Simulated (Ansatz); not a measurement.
**A vibration from a frozen displacement in TiAl₃**

All numbers below come from DFT r2SCAN, scalar-relativistic, plane waves, PAW (Ansatz 0.2.0). The runs took a 500 eV cutoff, a Γ-centred 12×12×12 mesh and Gaussian smearing (0.15 eV). No spin polarisation. Energies are free energies at this smearing, counted from the undisturbed cell; pressure is positive in compression.

Zero of the scan (relaxed at this level; this form isn't the usual structure):

```
Ti Al
1.0
     3.95567    0.00000    0.00000
     0.00000    3.95567    0.00000
     0.00000    0.00000    3.95567
Ti Al
1 3
Direct
  0.00000 0.00000 0.00000
  0.50000 0.50000 0.00000
  0.50000 0.00000 0.50000
  0.00000 0.50000 0.50000
```

Atom 1 (Ti) is moved by x along the Cartesian unit vector (0.577, 0.577, 0.577); the cell and all other atoms stay fixed. The cell's volume is 61.90 Å³; the moved atoms weigh 47.867 u together and the others 80.945 u. Some rows repeat others by symmetry and weren't run.

```csv
x (Å),ΔE (meV/cell),total force on the moved atoms along the move (eV/Å),pressure (GPa)
-0.2000,202.57,2.0604,1.4040
-0.1750,154.47,1.7887,1.0833
-0.1500,113.09,1.5225,0.8058
-0.1250,78.30,1.2613,0.5712
-0.1000,49.99,1.0042,0.3795
-0.0750,28.07,0.7503,0.2306
-0.0500,12.46,0.4988,0.1243
-0.0250,3.11,0.2491,0.0605
0.0000,0.00,0.0000,0.0393
0.0250,3.11,-0.2491,0.0605
0.0500,12.46,-0.4988,0.1243
0.0750,28.07,-0.7503,0.2306
0.1000,49.99,-1.0042,0.3795
0.1250,78.30,-1.2613,0.5712
0.1500,113.09,-1.5225,0.8058
0.1750,154.47,-1.7887,1.0833
0.2000,202.57,-2.0604,1.4040
```

Question: What frequency belongs to this motion?

Answer: The force constant is k = −dF/dx = 9.963 eV/Å², from the parabola through x = -0.0250, 0 and 0.0250. In every cell the moved atoms swing against the rest, so the mass is μ = m₁m₂/(m₁ + m₂) = 30.079 u, and ν̃ = 521.5 cm⁻¹ × √(|k|/μ) = 300 cm⁻¹. The pattern needn't be a normal mode: ν̃² is then a weighted mean of the squared nonzero frequencies at the zone centre of this cell, so it lies between the lowest and the highest of them.

Question: How far does the harmonic law reach?

Answer: At x = -0.200 Å, kx²/2 = 199.26 meV against the computed 202.57 meV (+1.7 %): the well is still close to harmonic there.

Question: The pressure changes with x². What does that say about the frequency under compression?

Answer: With E = k(V)x²/2, k ∝ V^(−2γ) and x scaling with the cell as V^(1/3), P − P0 = −∂E/∂V = (2γ − 2/3) ΔE/V. At x = 0.0500 Å, V(P − P0) = 61.90 × 0.08500 / 160.2 eV = 32.84 meV and ΔE = 12.46 meV, so γ = 1/3 + V(P − P0)/(2ΔE) = 1.65. This is the Grüneisen parameter of the motion under uniform scaling of the cell: shrinking the cell evenly by 1 % in volume raises the frequency by about 1.65 %.

In a metal these slopes depend on the k mesh and the smearing.